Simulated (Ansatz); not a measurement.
Wanted: the native input for an Ansatz 0.2.0 run.

```yaml
Task: relaxation of cell and atoms
Functional: LDA
Potentials_or_basis: Ansatz PAW
Cutoff: "420 eV (not typed: the program's choice for these potentials)"
k_mesh: 5 × 5 × 5
Occupations: fermi-dirac, width 0.05 eV
Spin: no spin polarisation
Target_pressure: 30 GPa
Target_pressure_GPa: 30
```

Crystal: SnO2.

```
Sn O
1.0
    -3.24890    3.41447    3.41402
     3.24890   -3.41447    3.41402
     3.24890    3.41447   -3.41402
Sn O
4 8
Direct
  0.50000 0.00000 0.00000
  0.50000 0.50000 0.50000
  0.00360 0.75360 0.25000
  0.99640 0.24640 0.75000
  0.80650 0.80377 0.49728
  0.80650 0.30922 0.00272
  0.30244 0.24594 0.05649
  0.68944 0.24594 0.44350
  0.31056 0.75406 0.55649
  0.19350 0.69078 0.99728
  0.69756 0.75406 0.94351
  0.19350 0.19623 0.50272
```

The cell is a database's computed one.

One way to write it, as run:

input.yaml

```yaml
crystal:
  lattice:
    - [-3.248897, 3.41447, 3.414021]
    - [3.248897, -3.41447, 3.414021]
    - [3.248897, 3.41447, -3.414021]
  atoms:
    - { symbol: Sn, position: [0.5, 0.0, 0.0] }
    - { symbol: Sn, position: [0.5, 0.5, 0.5] }
    - { symbol: Sn, position: [0.003599, 0.753599, 0.25] }
    - { symbol: Sn, position: [0.996401, 0.246401, 0.75] }
    - { symbol: O, position: [0.806496, 0.803774, 0.497278] }
    - { symbol: O, position: [0.806496, 0.309218, 0.002722] }
    - { symbol: O, position: [0.302435, 0.24594, 0.056495] }
    - { symbol: O, position: [0.689445, 0.24594, 0.443505] }
    - { symbol: O, position: [0.310555, 0.75406, 0.556495] }
    - { symbol: O, position: [0.193504, 0.690782, 0.997278] }
    - { symbol: O, position: [0.697565, 0.75406, 0.943505] }
    - { symbol: O, position: [0.193504, 0.196226, 0.502722] }
hamiltonian:
  xc: lda
  pseudopotentials: { kind: paw }
kpoints:
  mp_grid: { grid: [5, 5, 5] }
scf:
  occupations: { method: fermi_dirac, width: 0.05 }
output:
  forces: true
  stress: true
  eigenvalues: true
relax:
  f_tol: 0.01
  max_steps: 40
  cell: { stress_tol: 0.05, p_target: 30.0 }
```

Potentials or basis: Ansatz PAW.

The run is started by

```sh
$ ansatz run input.yaml --threads 4 --pin off --max-ram 11264MiB --backend cpu --events-out ev --progress --plain --runs-dir out
```

Results of the run:

```json
{"Relaxed volume": "10.61 Å³/atom", "Relaxed cell": "a = 5.489 Å, b = 5.489 Å, c = 5.489 Å, α = 110.61°, β = 108.90°, γ = 108.90°", "Space group after relaxing (to 0.05 Å)": "P4_2/mnm (No. 136)", "Energy change on relaxing (the enthalpy is what falls)": "+75.8 meV/atom", "Ionic steps": "8", "Pressure after relaxing": "30.0 GPa", "Band gap on the k mesh": "2.49 eV"}
```

Caveat: the volume moved by over 15 % at a fixed basis, so the end points are rough; odd divisions of the mesh miss points on the zone boundary, where band edges often lie, so the gap on the mesh can be too wide; the plane-wave basis is chosen anew once the cell has moved, so the energies of steps on either side of that aren't comparable; the pressure holds a Pulay correction of +1.2 GPa for the finite cutoff; spin-orbit coupling is left out, which moves the levels of the heavy elements; the PAW data sets come from PBE, with cores solved anew for the run's functional, which leaves a small shift of forces and pressure.

It took 33 s on 4 threads of Arm Neoverse V2 (shared host), peak memory 0.64 GiB.
